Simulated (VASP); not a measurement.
# Sc: relaxation of the atoms with PBEsol+D3(BJ)

Slab: Sc, a slab with vacuum.

```
Sc
1.0
     1.60874    2.78643    0.00000
    -3.21749    0.00000    0.00000
     0.00000    0.00000   25.10826
Sc
3
Direct
  0.33333 0.66667 0.40027
  0.66667 0.33333 0.50000
  0.33333 0.66667 0.59973
```

The cell was built by a generator and needn't be a form met in nature.

```
Program                   : VASP 6.6.1
Task                      : relaxation of the atoms
Functional                : PBEsol
Dispersion                : D3(BJ)
Potentials or basis       : VASP PAW PBE potentials, release 64 (Sc_sv)
Cutoff                    : 520 eV
k mesh                    : 12 × 12 × 1
Occupations               : methfessel-paxton, width 0.1 eV
Spin                      : no spin polarisation
Dipole correction         : yes
Atoms held fixed (from 0) : [0]
Further INCAR settings    : ALGO = Normal; EDIFF = 1e-07; IBRION = 2; EDIFFG = -0.02; NSW = 90
```

* Energy gained by relaxing: 1.2 meV/atom
* Ionic steps: 7
* Band gap on the k mesh: none (metal or under the smearing width)
* Dispersion energy per atom: -0.279 eV

Step by step:
```tsv
step	energy change (eV)	largest force (eV/Å)	pressure (GPa)
1	0.0000	0.0874	-0.42
2	-0.0004	0.0879	-0.41
3	-0.0012	0.0895	-0.38
4	-0.0018	0.0973	-0.31
5	-0.0022	0.0885	-0.30
6	-0.0032	0.0609	-0.26
7	-0.0037	0.0152	-0.18
```

Final structure:
```cif
data_structure
_symmetry_space_group_name_H-M 'P 1'
_symmetry_Int_Tables_number 1
_cell_length_a 3.2175
_cell_length_b 3.2175
_cell_length_c 25.1083
_cell_angle_alpha 90.000
_cell_angle_beta 90.000
_cell_angle_gamma 120.000
_cell_volume 225.10
loop_
_atom_site_label
_atom_site_type_symbol
_atom_site_fract_x
_atom_site_fract_y
_atom_site_fract_z
_atom_site_occupancy
Sc1 Sc 0.33333 0.66667 0.40027 1
Sc2 Sc 0.66667 0.33333 0.49812 1
Sc3 Sc 0.33333 0.66667 0.59596 1
```

Levels at points of the mesh, in eV from the Fermi level:
```csv
k point,band 15,band 16,band 17,band 18,band 19,band 20
"(0.00, 0.00, 0.00)",-2.27,0.00,0.11,1.03,1.46,1.46
"(0.50, 0.00, 0.00)",-1.22,-0.39,-0.19,0.57,0.69,1.41
```

Wall time 2.4 min on 2 MPI ranks on Intel(R) Xeon(R) 6975P-C (Granite Rapids) (shared host), peak memory 0.36 GiB a rank.

Caveat: the PAW data sets were made with another functional, which shifts forces and pressure a little.
